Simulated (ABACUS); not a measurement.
# Se (P3_121) in ABACUS: reference runs

Aim: a first look at Se with PBEsol, on the cell as given and on a disturbed one.

Everything below comes from runs of ABACUS 3.10.1. Logs are shortened: lines on timing, memory, paths and dates and some standing lists are left out, and cuts for length are marked.

## Step 1: The crystal as given

It takes space group P3_121 (No. 152, trigonal). Conventional cell: a = 4.366 Å, b = 4.366 Å, c = 4.954 Å, α = 90.00°, β = 90.00°, γ = 120.00°. Se (site symmetry 2) is surrounded by 2 Se at 2.37 Å.

## Step 2: Single point, PBEsol

File INPUT:

```
INPUT_PARAMETERS
suffix              Se
calculation         scf
basis_type          pw
pseudo_dir          ./
symmetry            1
dft_functional      pbesol
ecutwfc             87
pseudo_rcut         7
nspin               1
nbands              29
ks_solver           dav
smearing_method     fd
smearing_sigma      0.00367493
scf_thr             1e-08
scf_nmax            100
mixing_type         broyden
mixing_beta         0.7
cal_force           1
cal_stress          1
kpar                4
```

File STRU:

```
ATOMIC_SPECIES
Se 78.9710 Se.upf

LATTICE_CONSTANT
1.8897261246

LATTICE_VECTORS
4.3662000000 0.0000000000 0.0000000000
-2.1831000000 3.7812401180 0.0000000000
0.0000000000 0.0000000000 4.9536000000

ATOMIC_POSITIONS
Direct

Se
0.0
3
0.7746000000 0.7746000000 0.0000000000 1 1 1
0.0000000000 0.2254000000 0.6666666667 1 1 1
0.2254000000 0.0000000000 0.3333333333 1 1 1
```

File KPT:

```
K_POINTS
0
Gamma
7 7 6 0 0 0
```

Potentials or basis: PseudoDojo NC SR 0.4.1 PBEsol standard, plane waves.

Run with:

```console
OMP_NUM_THREADS=1 mpirun -np 4 abacus > log
```

running log:

```text
ABACUS v3.10.1

               Atomic-orbital Based Ab-initio Computation at UStc

 ------------------------------------------------------------------------------------

 READING GENERAL INFORMATION
                           global_out_dir = OUT.Se/
                           global_in_card = INPUT
                               pseudo_dir = ./
                              orbital_dir =
                                    DSIZE = 4
                                    GSIZE = 1

 READING UNITCELL INFORMATION
                                    ntype = 1
                  lattice constant (Bohr) = 1.88973
              lattice constant (Angstrom) = 1

 READING ATOM TYPE 1
                               atom label = Se
                      L=0, number of zeta = 1
                      L=1, number of zeta = 1
                      L=2, number of zeta = 1
             number of atom for this type = 3

                        TOTAL ATOM NUMBER = 3
DIRECT COORDINATES
    atom                   x                   y                   z     mag                  vx                  vy                  vz
taud_Se1            0.7746000000        0.7746000000        0.0000000000  0.0000        0.0000000000        0.0000000000        0.0000000000
taud_Se2            0.0000000000        0.2254000000        0.6666666667  0.0000        0.0000000000        0.0000000000        0.0000000000
taud_Se3            0.2254000000        0.0000000000        0.3333333333  0.0000        0.0000000000        0.0000000000        0.0000000000

                          Volume (Bohr^3) = 551.894
                             Volume (A^3) = 81.7821

 Lattice vectors: (Cartesian coordinate: in unit of a_0)
              +4.3662                  +0                  +0
              -2.1831            +3.78124                  +0
                   +0                  +0             +4.9536
 Reciprocal vectors: (Cartesian coordinate: in unit of 2 pi/a_0)
            +0.229032           +0.132232                  -0
                   -0           +0.264464                  -0
                   +0                  -0           +0.201873
 The esolver type has been set to : ksdft_pw

                PAO radial cut off (Bohr) = 7

 Read in pseudopotential file is Se.upf
                     pseudopotential type = NC
          exchange-correlation functional = PBESOL
                 nonlocal core correction = 1
                        valence electrons = 16
                                     lmax = 2
                           number of zeta = 3
                     number of projectors = 6
                           L of projector = 0
                           L of projector = 0
                           L of projector = 1
                           L of projector = 1
                           L of projector = 2
                           L of projector = 2
     initial pseudo atomic orbital number = 27

 SETUP THE ELECTRONS NUMBER
            electron number of element Se = 16
      total electron number of element Se = 48
            AUTOSET number of electrons:  = 48
                           occupied bands = 24
                                   NBANDS = 29
                                   NLOCAL = 27

%%%%%%%%%%%%%%%%%%%%%%%%%%%%%%%%%%%%%%%%%%%%%%%%%%%%%%%%%%%%%%%%%%%%%%%%%%%%%%%%%%%%%%%%%%%%%%%%%%%%%%%%%%
 Warning: the number of valence electrons in pseudopotential > 6 for Se: [Ar] 3d10 4s2 4p4
 Pseudopotentials with additional electrons can yield (more) accurate outcomes, but may be less efficient.
 If you're confident that your chosen pseudopotential is appropriate, you can safely ignore this warning.
%%%%%%%%%%%%%%%%%%%%%%%%%%%%%%%%%%%%%%%%%%%%%%%%%%%%%%%%%%%%%%%%%%%%%%%%%%%%%%%%%%%%%%%%%%%%%%%%%%%%%%%%%%

 SETUP THE PLANE WAVE BASIS
 energy cutoff for charge/potential (unit:Ry) = 348
            fft grid for charge/potential = [ 50, 50, 60 ]
                        fft grid division = [ 1, 1, 1 ]
        big fft grid for charge/potential = [ 50, 50, 60 ]
                                     nbxx = 150000
                                     nrxx = 150000

 SETUP PLANE WAVES FOR CHARGE/POTENTIAL
                    number of plane waves = 60529
                         number of sticks = 1639

 PARALLEL PW FOR CHARGE/POTENTIAL
     PROC   COLUMNS(POT)             PW
        1           1639          60529
 --------------- sum -------------------
        1           1639          60529
                            number of |g| = 2671
                                  max |g| = 31.4783
                                  min |g| = 0

[... 41 lines left out ...]
                                       S6 = 0
                              POINT GROUP = C_2
                                       C2 = 3
                                       C3 = 2
                                       C4 = 0
                                       C6 = 0
                                       S1 = 0
                                       S3 = 0
                                       S4 = 0
                                       S6 = 0
               POINT GROUP IN SPACE GROUP = D_3

 SETUP K-POINTS
                                    nspin = 1
                   Input type of k points = Monkhorst-Pack(Gamma)
                                   nkstot = 294
                       right hand lattice = 1
(for reciprocal lattice: )
                             BRAVAIS TYPE = 4
                     BRAVAIS LATTICE NAME = 04. Hexagonal cell
                                    ibrav = 4
                       right hand lattice = 1
(for k-lattice: )
                             BRAVAIS TYPE = 4
                     BRAVAIS LATTICE NAME = 04. Hexagonal cell
                                    ibrav = 4
                       right hand lattice = 1
                        ROTATION MATRICES = 24
                               nkstot_ibz = 40
K-POINTS REDUCTION ACCORDING TO SYMMETRY
     IBZ    DIRECT_X    DIRECT_Y    DIRECT_Z  WEIGHT  ibz2bz
       1  0.00000000  0.00000000  0.00000000  0.0034       0
       2 -0.14285714  0.14285714  0.00000000  0.0204       1
       3 -0.28571429  0.28571429  0.00000000  0.0204       2
       4 -0.42857143  0.42857143  0.00000000  0.0204       3
       5 -0.14285714  0.28571429  0.00000000  0.0204       8
       6 -0.28571429  0.42857143  0.00000000  0.0408       9
[... 22 lines left out ...]
      29 -0.28571429  0.42857143  0.33333333  0.0408     107
      30  0.42857143  0.42857143  0.33333333  0.0408     108
[... 10 further k points ...]

                               nkstot now = 40
[... K-POINTS DIRECT COORDINATES: 40 rows ...]

           k-point number in this process = 10
       minimum distributed K point number = 10
[... stars of the k points ...]

[... K-POINTS CARTESIAN COORDINATES: 10 rows ...]

[... K-POINTS DIRECT COORDINATES: 10 rows ...]

 SETUP PLANE WAVES FOR WAVE FUNCTIONS
     energy cutoff for wavefunc (unit:Ry) = 87
              fft grid for wave functions = [ 50, 50, 60 ]
                    number of plane waves = 9227
                         number of sticks = 463

 PARALLEL PW FOR WAVE FUNCTIONS
     PROC   COLUMNS(POT)             PW
        1            463           9227
 --------------- sum -------------------
        1            463           9227

 SETUP NONLOCAL PSEUDOPOTENTIALS IN PLANE WAVE BASIS
 Se non-local projectors:
 projector 1 L=0
 projector 2 L=0
 projector 3 L=1
 projector 4 L=1
 projector 5 L=2
 projector 6 L=2
      TOTAL NUMBER OF NONLOCAL PROJECTORS = 54

 Init Non-Local PseudoPotential table :
 Init Non-Local-Pseudopotential done.

                                     npwx = 7599

 Make real space PAO into reciprocal space.
       max mesh points in Pseudopotential = 701
     dq(describe PAO in reciprocal space) = 0.01
                                    max q = 1124

 number of pseudo atomic orbitals for Se is 3
WARNING: norm of atomic wavefunction # 2 of atomic type Se is 0.999994, renormalized
WARNING: norm of atomic wavefunction # 3 of atomic type Se is 0.999458, renormalized

 -------------------------------------------
 SELF-CONSISTENT
 -------------------------------------------
                                 init_chg = atomic

 PW ALGORITHM --------------- ION=   1  ELEC=   1--------------------------------

 Notice: Threshold on eigenvalues was too large.
 hsover_error=0.48 > DRHO=0.0293086
 Origin diag ethr = 0.01
 New diag ethr = 6.10595e-05

 Density error is 0.0293119454572
                          Error Threshold = 6.10594917397e-05
----------------------------------------------------------
     Energy           Rydberg                 eV
----------------------------------------------------------
 E_KohnSham     -726.6471287796      -9886.5413867421
 E_Harris       -727.1094080174      -9892.8310184429
 E_Fermi        0.5743561419         7.8145162116
----------------------------------------------------------
[... 51 lines left out ...]
 Density error is 8.57405495475e-09
                          Error Threshold = 1.98043504374e-10
----------------------------------------------------------
     Energy           Rydberg                 eV
----------------------------------------------------------
 E_KohnSham     -726.6498771194      -9886.5787798242
 E_KS(sigma->0) -726.6498770955      -9886.5787794984
 E_Harris       -726.6493219666      -9886.5712265821
 E_band         -88.9389836491       -1210.0769519566
 E_one_elec     -446.0993856218      -6069.4935187555
 E_Hartree      229.2699403074       3119.3775683000
 E_xc           -143.6814479417      -1954.8863888969
 E_Ewald        -366.1389838155      -4981.5764398202
 E_entropy(-TS) -0.0000000479        -0.0000006515
 E_descf        0.0000000000         0.0000000000
 E_exx          0.0000000000         0.0000000000
 E_Fermi        0.5762409157         7.8401598744
----------------------------------------------------------

 charge density convergence is achieved
 final etot is -9886.5787798 eV
 EFERMI = 7.8401598744 eV

 STATE ENERGY(eV) AND OCCUPATIONS    NSPIN == 1
 1/10 kpoint (Cartesian) = 0.0000 0.0000 0.0000 (7599 pws)
       1       -41.0951     0.00680272
       2       -41.0951     0.00680272
       3       -41.0591     0.00680272
       4       -41.0530     0.00680272
       5       -41.0530     0.00680272
       6       -41.0023     0.00680272
[... 176 lines left out ...]
      28        12.8489    2.54965e-45
      29        13.8314    7.46441e-54

[... levels at 4 further k points ...]

------------------------------------------------------------------------------------------
 TOTAL-FORCE (eV/Angstrom)
------------------------------------------------------------------------------------------
                       Se1        -0.1588314811        -0.2751041951         0.0000000000
                       Se2        -0.1588314811         0.2751041951         0.0000000000
                       Se3         0.3176629622         0.0000000000         0.0000000000
------------------------------------------------------------------------------------------

----------------------------------------------------------------
 TOTAL-STRESS (KBAR)
----------------------------------------------------------------
        -3.3906218920        -0.0000000000         0.0000000000
         0.0000000000        -3.3906218920         0.0000000000
        -0.0000000000         0.0000000000        12.4934811056
----------------------------------------------------------------
 TOTAL-PRESSURE: 1.904079 KBAR

 --------------------------------------------
 !FINAL_ETOT_IS -9886.5787798241599376 eV
 --------------------------------------------
```

It took 35 s on 4 MPI ranks of Intel Xeon 6975P-C (Granite Rapids), shared host; peak memory 0.72 GiB.

What came out:

- Free energy: -9886.5788 eV
- Pressure: 0.2 GPa
- Largest force: 0.318 eV/Å
- Band gap on the k mesh: 1.13 eV, indirect (least direct gap 1.43 eV)

Forces in eV/Å, atoms in the order of the input:
```
Se  -0.159 -0.275  0.000
Se  -0.159  0.275  0.000
Se   0.318  0.000  0.000
```

Caveat: an odd mesh through Γ misses points on the zone boundary, where band edges often lie.

(Part 1 of 2 ends here.)
